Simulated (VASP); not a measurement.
A run of VASP 6.6.1:

Contents of INCAR:

```
PREC = Accurate
ENCUT = 600
EDIFF = 1E-6
ISMEAR = -1
SIGMA = 0.05
LREAL = F
LASPH = T
NELM = 150
ALGO = Normal
ISIF = 3
LWAVE = F
LCHARG = F
ISPIN = 2
MAGMOM = 2 0
LORBIT = 11
LMAXMIX = 4
GGA = PS
IBRION = 2
NSW = 60
EDIFFG = -0.02
```

KPOINTS

```
regular mesh
0
Gamma
  8 8 7
```

The input POSCAR:

```
CoO
1.0
    2.8284500000      0.0000000000      0.0000000000
   -1.4142300000      2.4495100000      0.0000000000
    0.0000000000      0.0000000000      2.7217200000
Co O
1 1
Direct
    0.0000000000      0.0000000000      0.5000000000
    0.6666700000      0.3333300000      0.0000000000
```

Potentials or basis: VASP PAW PBE potentials, release 64 (Co, O).

Run with:

```sh
$ cat potpaw_PBE.64/Co/POTCAR potpaw_PBE.64/O/POTCAR > POTCAR
$ mpirun -np 1 vasp_std > vasp.out
```

Hardware: 1 thread of Intel(R) Xeon(R) Platinum 8488C (Sapphire Rapids), on a shared host.

How long does it take, and how much memory?

Run time: 97 s on 1 thread of Intel(R) Xeon(R) Platinum 8488C (Sapphire Rapids), on a shared host, peak memory 0.18 GiB. Counts: scf iterations 58, k points 84, ion steps 6.
